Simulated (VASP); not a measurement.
# ZnS (F-43m) in VASP: notebook

One crystal, ZnS, is run at these levels: HSE06; tasks: single point.

All numbers are computed with VASP 6.6.1; they aren't measurements. Logs are shortened: lines on timing, memory, paths and dates and some standing lists are left out, and cuts for length are marked.

## 1. Starting point

It takes space group F-43m (No. 216, cubic). Conventional cell: a = 5.404 Å, b = 5.404 Å, c = 5.404 Å, α = 90.00°, β = 90.00°, γ = 90.00°. Around Zn (site symmetry -43m) lie 4 S at 2.34 Å. S (site symmetry -43m) is surrounded by 4 Zn at 2.34 Å.

## 2. Single point, HSE06

POSCAR

```
ZnS
1.0
    0.0000000000      2.7020000000      2.7020000000
    2.7020000000      0.0000000000      2.7020000000
    2.7020000000      2.7020000000      0.0000000000
Zn S
1 1
Direct
    0.7500000000      0.7500000000      0.7500000000
    0.0000000000      0.0000000000      0.0000000000
```

INCAR.step1

```
  PREC = Accurate
  ENCUT = 460
  EDIFF = 1E-5
  ISMEAR = 0
  SIGMA = 0.01
  LREAL = False
  LASPH = True
  NELM = 100
  ALGO = Normal
  ISIF = 2
  LWAVE = True
  NKRED = 1
  NBANDS = 17
  GGA = PE
```

INCAR.step2

```
  PREC = Accurate
  ENCUT = 460
  EDIFF = 1E-6
  ISMEAR = 0
  SIGMA = 0.01
  LREAL = False
  LASPH = True
  NELM = 100
  ALGO = Normal
  ISIF = 2
  LWAVE = False
  LCHARG = False
  GGA = PE
  LHFCALC = True
  HFSCREEN = 0.2
  PRECFOCK = Fast
  NKRED = 1
  NBANDS = 17
  ISTART = 1
```

KPOINTS

```
Automatic mesh
0
Gamma
  3 3 3
```

Potentials or basis: VASP PAW PBE potentials, release 64 (Zn, S).

Launch:

```console
$ cat potpaw_PBE.64/Zn/POTCAR potpaw_PBE.64/S/POTCAR > POTCAR
$ cp INCAR.step1 INCAR
$ mpirun -np 1 vasp_std > vasp.out
$ cp INCAR.step2 INCAR
$ mpirun -np 1 vasp_std > vasp.out
```

OUTCAR:

```text
PREC = Accurate
   ENCUT = 460
   EDIFF = 1E-6
   ISMEAR = 0
   LREAL = False
   LASPH = True
   NELM = 100
   ISIF = 2
   GGA = PE
   LHFCALC = True
   HFSCREEN = 0.2
   PRECFOCK = Fast
   NKRED = 1
   ISTART = 1

 Found      4 irreducible k-points:

 Following reciprocal coordinates:
            Coordinates               Weight
  0.000000  0.000000  0.000000      1.000000
  0.333333  0.000000  0.000000      8.000000
  0.333333  0.333333  0.000000      6.000000
 -0.333333  0.333333  0.000000     12.000000
   k-points           NKPTS =      4   k-points in BZ     NKDIM =     27   number of bands    NBANDS=     17
   number of dos      NEDOS =    301   number of ions     NIONS =      2
   total plane-waves  NPLWV =  21952
   dimension x,y,z NGX =    28 NGY =   28 NGZ =   28
   dimension x,y,z NGXF=    56 NGYF=   56 NGZF=   56
   ions per type =               1   1
   NGX,Y,Z   is equivalent  to a cutoff of  12.18, 12.18, 12.18 a.u.
   NGXF,Y,Z  is equivalent  to a cutoff of  24.36, 24.36, 24.36 a.u.
 SYSTEM =  unknown system
   PREC   = accura    normal or accurate (medium, high low for compatibility)
   ISTART =      1    job   : 0-new  1-cont  2-samecut
   ICHARG =      0    charge: 1-file 2-atom 10-const
   ISPIN  =      1    spin polarized calculation?
   LNONCOLLINEAR =      F non collinear calculations
   LSORBIT =      F    spin-orbit coupling
   LASPH  =      T    aspherical Exc in radial PAW
   ENCUT  =  460.0 eV  33.81 Ry    5.81 a.u.   6.68  6.68  6.68*2*pi/ulx,y,z
   NELM   =    100;   NELMIN=  2; NELMDL=  0     # of ELM steps
   EDIFF  = 0.1E-05   stopping-criterion for ELM
   LREAL  =      F    real-space projection
   EDIFFG = 0.1E-04   stopping-criterion for IOM
   NSW    =      0    number of steps for IOM
   IBRION =     -1    ionic relax: 0-MD 1-quasi-New 2-CG
   NFREE  =      0    steps in history (QN), initial steepest desc. (CG)
   ISIF   =      2    stress and relaxation
   ISYM   =      3    0-nonsym 1-usesym 2-fastsym
   POTIM  = 0.5000    time-step for ionic-motion
   TEBEG  =    0.0;   TEEND  =   0.0 temperature during run
   PSTRESS=    0.0 pullay stress
   NELECT =      18.0000    total number of electrons
   NUPDOWN=      -1.0000    fix difference up-down
   EMIN   =  10.00;   EMAX   =-10.00  energy-range for DOS
   EFERMI =   0.00;   METHOD = LEGACY
   ISMEAR =     0;   SIGMA  =   0.01  broadening in eV -4-tet -1-fermi 0-gaus
   EFERMI_NEDOS =   21; number of points for ismear=-14 and -15
   IALGO  =     38    algorithm
   IMIX   =      1    mixing-type and parameters
     AMIX     =   0.40;   BMIX     =  1.00
     AMIX_MAG =   1.60;   BMIX_MAG =  1.00
  volume/ion in A,a.u.               =      19.73       133.12
  Fermi-wavevector in a.u.,A,eV,Ry     =   1.260290  2.381602 21.610537  1.588330
  Thomas-Fermi vector in A             =   2.393807
   LORBIT       =      0    0 simple, 1 ext, 2 COOP (PROOUT), +10 PAW based schemes
   GGA     = PE    functional components
   LHFCALC =     T    Hartree Fock is set to
   PRECFOCK=fast      Normal, Fast or Accurate (Low or Medium for compatibility)
   ENCUT4O =  -1.0   cutoff for four orbital integrals eV
   NKREDX  =     1    reduce k-point grid by
   NKREDY  =     1    reduce k-point grid by
   NKREDZ  =     1    reduce k-point grid by
   AEXX    =    0.2500 exact exchange contribution
   HFSCREEN=    0.2000 screening length (either q_TF or 0.3 A-1)
   HFSCREENC=   0.2000 screening length for correlation (either q_TF or 0.3 A-1)
   ENCUTFOCK=  -1.0 apply spherical cutoff to Coloumb kernel
   IVDW    =     0    specifies the selected vdW correction
   LEPSILON=     F    determine dielectric tensor
   LRPA    =     F    only Hartree local field effects (RPA)
 non-spin polarized calculation
 Gauss-broadening in eV      SIGMA  =   0.01
  energy-cutoff  :      460.00
  volume of cell :       39.45
 maximum number of plane-waves:       893
 NGX is ok and might be reduce to    28
  NGX = 16; NGY = 16; NGZ = 16

 number of electron      18.0000000 magnetization

 Free energy of the ion-electron system (eV)
  ---------------------------------------------------
  ext. energy  EPLUGINS =         0.00000000
  ---------------------------------------------------
  free energy    TOTEN  =        -8.21147604 eV

  energy without entropy =       -8.21147604  energy(sigma->0) =       -8.21147604

 E-fermi :   1.4810     XC(G=0):  -7.9298

 val. band max:        1.4089543665   @ k =   0.0000   0.0000   0.0000
 cond. band min:       4.8192984707   @ k =   0.0000   0.0000   0.0000
 fundamental gap:      3.4103441042
 Fermi energy:         1.4809528946

 k-point     1 :       0.0000    0.0000    0.0000
  band No.  band energies     occupation
      1     -12.8685      2.00000
      2      -6.4814      2.00000
      3      -6.4814      2.00000
      4      -6.4814      2.00000
      5      -6.0391      2.00000
      6      -6.0391      2.00000
[... 9 lines left out ...]
     16      14.8272      0.00000
     17      17.3654      0.00000

 k-point     2 :       0.3333    0.0000    0.0000
  band No.  band energies     occupation
      1     -12.1575      2.00000
      2      -6.3937      2.00000
      3      -6.3937      2.00000
      4      -6.2036      2.00000
      5      -6.0298      2.00000
      6      -6.0298      2.00000
[... 9 lines left out ...]
     16      14.6336      0.00000
     17      20.4056      0.00000

 k-point     3 :       0.3333    0.3333    0.0000
  band No.  band energies     occupation
      1     -11.9206      2.00000
      2      -6.3928      2.00000
      3      -6.2655      2.00000
      4      -6.2655      2.00000
      5      -6.0193      2.00000
      6      -5.9889      2.00000
[... 9 lines left out ...]
     16      20.1156      0.00000
     17      20.3148      0.00000

 k-point     4 :      -0.3333    0.3333    0.0000
  band No.  band energies     occupation
      1     -11.6315      2.00000
      2      -6.3415      2.00000
      3      -6.2596      2.00000
      4      -6.0968      2.00000
      5      -6.0271      2.00000
      6      -5.6740      2.00000
[... 9 lines left out ...]
     16      19.6291      0.00000
     17      20.2602      0.00000

------------------------ aborting loop because EDIFF is reached ----------------------------------------

  FORCE on cell =-STRESS in cart. coord.  units (eV):
  Direction    XX          YY          ZZ          XY          YZ          ZX
  --------------------------------------------------------------------------------------
  -------------------------------------------------------------------------------------
  Total        0.4747945      0.4747945      0.4747945      0.0000000      0.0000000     -0.0000000
  in kB       19.2810291     19.2810291     19.2810291      0.0000000      0.0000000     -0.0000000
  external PRESSURE =      19.2810291 kB  Pullay stress =       0.0000000 kB

 VOLUME and BASIS-vectors are now :
 -----------------------------------------------------------------------------
  energy-cutoff  :      460.00
  volume of cell :       39.45
      direct lattice vectors                 reciprocal lattice vectors
     0.000000000  2.702000000  2.702000000    -0.185048113  0.185048113  0.185048113
     2.702000000  0.000000000  2.702000000     0.185048113 -0.185048113  0.185048113
     2.702000000  2.702000000  0.000000000     0.185048113  0.185048113 -0.185048113

 POSITION                                       TOTAL-FORCE (eV/Angst)
 -----------------------------------------------------------------------------------
      4.05300      4.05300      4.05300         0.000000      0.000000      0.000000
      0.00000      0.00000      0.00000        -0.000000     -0.000000     -0.000000
 -----------------------------------------------------------------------------------
    total drift:                                0.000434      0.000389      0.000176

  FREE ENERGIE OF THE ION-ELECTRON SYSTEM (eV)
  ---------------------------------------------------
  free  energy   TOTEN  =        -8.2114760426 eV

  energy  without entropy=       -8.2114760426  energy(sigma->0) =       -8.21147604
```

OSZICAR.step1:

```text
N       E                     dE             d eps       ncg     rms          rms(c)
DAV:   1     0.824588472532E+02    0.82459E+02   -0.79622E+03   136   0.116E+03
DAV:   2    -0.139701056520E+01   -0.83856E+02   -0.77746E+02   152   0.238E+02
DAV:   3    -0.705242636548E+01   -0.56554E+01   -0.56068E+01   156   0.600E+01
DAV:   4    -0.711263634120E+01   -0.60210E-01   -0.60180E-01   175   0.626E+00
DAV:   5    -0.711309613636E+01   -0.45980E-03   -0.45977E-03   167   0.554E-01    0.670E+00
DAV:   6    -0.665422282582E+01    0.45887E+00   -0.70916E-01   196   0.285E+01    0.531E+00
DAV:   7    -0.662651070092E+01    0.27712E-01   -0.24800E-01   175   0.416E+00    0.280E+00
DAV:   8    -0.662684804601E+01   -0.33735E-03   -0.64196E-03   170   0.926E-01    0.814E-01
DAV:   9    -0.662738272122E+01   -0.53468E-03   -0.15606E-03   164   0.310E-01    0.106E-01
DAV:  10    -0.662760995439E+01   -0.22723E-03   -0.28186E-04   182   0.133E-01    0.569E-02
DAV:  11    -0.662759988017E+01    0.10074E-04   -0.35060E-05   165   0.627E-02    0.118E-02
DAV:  12    -0.662760029329E+01   -0.41312E-06   -0.32620E-06   100   0.145E-02
   1 F= -.66276003E+01 E0= -.66276003E+01  d E =-.291937E-17
```

Wall time 74 s (1 thread of Intel Xeon Platinum 8175M at 2.50GHz (Skylake/Cascade Lake), shared host); peak memory 0.24 GiB.

These settings aren't checked as converged: the numbers below hold their error.

Results:

```yaml
Free_energy: -8.2115 eV
Pressure: 1.9 GPa
Band_gap_on_the_k_mesh: 3.41 eV, direct
```

Caveat: the k mesh is coarse (spacing up to 0.67 Å⁻¹), so the values aren't converged, least of all with exact exchange; the PAW data sets were made with another functional, which shifts forces and pressure a little.

## 3. Single point, HSE06

POSCAR is that of step 2.

Changes to INCAR.step1 since step 2:

```diff
@@ -1,3 +1,3 @@
   PREC = Accurate
-  ENCUT = 460
+  ENCUT = 400
   EDIFF = 1E-5
```

Changes to INCAR.step2 since step 2:

```diff
@@ -1,3 +1,3 @@
   PREC = Accurate
-  ENCUT = 460
+  ENCUT = 400
   EDIFF = 1E-6
```

KPOINTS

```
Automatic mesh
0
Gamma
  4 4 4
```

Potentials or basis: VASP PAW PBE potentials, release 64 (Zn, S).

Launch:

```console
$ cat potpaw_PBE.64/Zn/POTCAR potpaw_PBE.64/S/POTCAR > POTCAR
$ cp INCAR.step1 INCAR
$ mpirun -np 1 vasp_std > vasp.out
$ cp INCAR.step2 INCAR
$ mpirun -np 1 vasp_std > vasp.out
```

It took 3 min on 1 thread of Intel Xeon Platinum 8175M at 2.50GHz (Skylake/Cascade Lake), shared host; peak memory 0.25 GiB.

The run converged, but some of its settings lie outside the range that counts as converged, so its numbers aren't taken as properties of the crystal.

What came out:

* Free energy: -8.3532 eV
* Pressure: 0.9 GPa
* Band gap on the k mesh: 3.36 eV, direct

Caveat: the k mesh is coarse (spacing up to 0.50 Å⁻¹), so the values aren't converged, least of all with exact exchange; the PAW data sets were made with another functional, which shifts forces and pressure a little.

## 4. Single point, HSE06

POSCAR is that of step 3.

INCAR.step1 is that of step 3.

Changes to INCAR.step2 since step 3:

```diff
@@ -15,3 +15,3 @@
   HFSCREEN = 0.2
-  PRECFOCK = Fast
+  PRECFOCK = Medium
   NKRED = 1
```

KPOINTS is that of step 3.

Potentials or basis: VASP PAW PBE potentials, release 64 (Zn, S).

Launch:

```console
$ cat potpaw_PBE.64/Zn/POTCAR potpaw_PBE.64/S/POTCAR > POTCAR
$ cp INCAR.step1 INCAR
$ mpirun -np 1 vasp_std > vasp.out
$ cp INCAR.step2 INCAR
$ mpirun -np 1 vasp_std > vasp.out
```

OUTCAR:

```text
PREC = Accurate
   ENCUT = 400
   EDIFF = 1E-6
   ISMEAR = 0
   LREAL = False
   LASPH = True
   NELM = 100
   ISIF = 2
   GGA = PE
   LHFCALC = True
   HFSCREEN = 0.2
   PRECFOCK = Medium
   NKRED = 1
   ISTART = 1

 Found      8 irreducible k-points:

 Following reciprocal coordinates:
            Coordinates               Weight
  0.000000  0.000000  0.000000      1.000000
  0.250000  0.000000  0.000000      8.000000
[... 205 lines left out ...]

 [... further k-points ...]

------------------------ aborting loop because EDIFF is reached ----------------------------------------

  FORCE on cell =-STRESS in cart. coord.  units (eV):
  Direction    XX          YY          ZZ          XY          YZ          ZX
  --------------------------------------------------------------------------------------
  -------------------------------------------------------------------------------------
  Total        0.2200531      0.2200531      0.2200531      0.0000000      0.0000000     -0.0000000
  in kB        8.9361829      8.9361829      8.9361829      0.0000000      0.0000000     -0.0000000
  external PRESSURE =       8.9361829 kB  Pullay stress =       0.0000000 kB

 VOLUME and BASIS-vectors are now :
 -----------------------------------------------------------------------------
  energy-cutoff  :      400.00
  volume of cell :       39.45
      direct lattice vectors                 reciprocal lattice vectors
     0.000000000  2.702000000  2.702000000    -0.185048113  0.185048113  0.185048113
     2.702000000  0.000000000  2.702000000     0.185048113 -0.185048113  0.185048113
     2.702000000  2.702000000  0.000000000     0.185048113  0.185048113 -0.185048113

 POSITION                                       TOTAL-FORCE (eV/Angst)
 -----------------------------------------------------------------------------------
      4.05300      4.05300      4.05300         0.000000      0.000000      0.000000
      0.00000      0.00000      0.00000        -0.000000     -0.000000     -0.000000
 -----------------------------------------------------------------------------------
    total drift:                                0.000203      0.000192      0.000125

  FREE ENERGIE OF THE ION-ELECTRON SYSTEM (eV)
  ---------------------------------------------------
  free  energy   TOTEN  =        -8.3531868198 eV

  energy  without entropy=       -8.3531868198  energy(sigma->0) =       -8.35318682
```

Run time: 22 min. Hardware: 1 thread of Intel Xeon Platinum 8175M at 2.50GHz (Skylake/Cascade Lake), shared host; peak memory 0.26 GiB.

These settings aren't checked as converged: the numbers below hold their error.

Results:

```yaml
Free_energy: -8.3532 eV
Pressure: 0.9 GPa
Band_gap_on_the_k_mesh: 3.36 eV, direct
```

Caveat: the k mesh is coarse (spacing up to 0.50 Å⁻¹), so the values aren't converged, least of all with exact exchange; the PAW data sets were made with another functional, which shifts forces and pressure a little.

## 5. Single point, HSE06

POSCAR is that of step 4.

Changes to INCAR.step1 since step 4:

```diff
@@ -1,3 +1,3 @@
   PREC = Accurate
-  ENCUT = 400
+  ENCUT = 460
   EDIFF = 1E-5
```

Changes to INCAR.step2 since step 4:

```diff
@@ -1,3 +1,3 @@
   PREC = Accurate
-  ENCUT = 400
+  ENCUT = 460
   EDIFF = 1E-6
@@ -15,3 +15,3 @@
   HFSCREEN = 0.2
-  PRECFOCK = Medium
+  PRECFOCK = Fast
   NKRED = 1
```

KPOINTS is that of step 4.

Launch:

```console
$ cat potpaw_PBE.64/Zn/POTCAR potpaw_PBE.64/S/POTCAR > POTCAR
$ cp INCAR.step1 INCAR
$ mpirun -np 1 vasp_std > vasp.out
$ cp INCAR.step2 INCAR
$ mpirun -np 1 vasp_std > vasp.out
```

It took 2.7 min on 1 thread of Intel Xeon Platinum 8175M at 2.50GHz (Skylake/Cascade Lake), shared host; peak memory 0.25 GiB.

The run converged, but some of its settings lie outside the range that counts as converged, so its numbers aren't taken as properties of the crystal.

What came out:

```
Free energy            : -8.3563 eV
Pressure               : 1.1 GPa
Band gap on the k mesh : 3.36 eV, direct
```

Caveat: the k mesh is coarse (spacing up to 0.50 Å⁻¹), so the values aren't converged, least of all with exact exchange; the PAW data sets were made with another functional, which shifts forces and pressure a little.
